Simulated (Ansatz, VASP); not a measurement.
ScHO2: VASP beside Ansatz

The input INCAR:

```
SYSTEM = ScHO2
ALGO = Normal ; EDIFF = 1E-7
ENCUT = 520 ; GGA = PS
ISIF = 2 ; ISMEAR = 0
LASPH = .True. ; LCHARG = .False.
LREAL = .False. ; LWAVE = .False.
NBANDS = 20 ; NELM = 100
PREC = Accurate ; SIGMA = 0.05
```

The input KPOINTS:

```
k-points
0
Gamma
  9 9 9
  0 0 0
```

Contents of POSCAR:

```
ScHO2
1.0
    1.6165890435      0.9333381194      4.5309241552
   -1.6165890435      0.9333381194      4.5309241552
    0.0000000000     -1.8666762389      4.5309241552
Sc H O
1 1 2
Direct
    0.0000000000      0.0000000000      0.0000000000
    0.5000000000      0.5000000000      0.5000000000
    0.5897010000      0.5897010000      0.5897010000
    0.4102990000      0.4102990000      0.4102990000
```

Input for Ansatz:

```yaml
crystal:
  lattice:
    - [1.6165890435, 0.9333381194, 4.5309241552]
    - [-1.6165890435, 0.9333381194, 4.5309241552]
    - [0.0, -1.8666762389, 4.5309241552]
  atoms:
    - { symbol: Sc, position: [0.0, 0.0, 0.0] }
    - { symbol: H, position: [0.5, 0.5, 0.5] }
    - { symbol: O, position: [0.589701, 0.589701, 0.589701] }
    - { symbol: O, position: [0.410299, 0.410299, 0.410299] }
basis:
  ecutwfc: 420
kpoints:
  mp_grid: { grid: [9, 9, 9] }
hamiltonian:
  xc: pbesol
scf:
  occupations: { method: gaussian, width: 0.05 }
output:
  forces: true
  stress: true
  eigenvalues: true
```

The cell comes from a database or a generator and needn't be the stable form of this composition.

Alike in both runs: task single point; functional PBEsol; k mesh 9 × 9 × 9; occupations gaussian, width 0.05 eV; no spin polarisation.

```csv
,VASP,Ansatz
version,VASP 6.6.1,Ansatz 0.2.0
potentials or method,"VASP PAW PBE potentials, release 64 (Sc_sv, H, O)","scalar-relativistic, plane waves, PAW"
plane-wave cutoff (eV),520,420
valence electrons in the cell,24,24
```

|  | VASP | Ansatz | Ansatz less VASP |
| --- | --- | --- | --- |
| gap on the k mesh at the Fermi level (eV) | 3.94 | 3.96 | +0.022 |
| least direct gap on the mesh (eV) | 4.36 | 4.38 | +0.021 |
| pressure (GPa) | -4.7 | -5.4 | -0.68 |
| largest component of the traceless stress (GPa) | 0.07 | 0.02 | -0.051 |
| rms of the force components (eV/Å) | 0.076 | 0.097 | +0.0202 |

Atom by atom the forces differ by 0.020 eV/Å (rms over components).

Caveats: the PAW data sets were made with another functional, which shifts forces and pressure a little (VASP); an odd mesh through Γ misses points on the zone boundary, where band edges often lie. As with any semilocal functional, this PBEsol gap is likely too small.
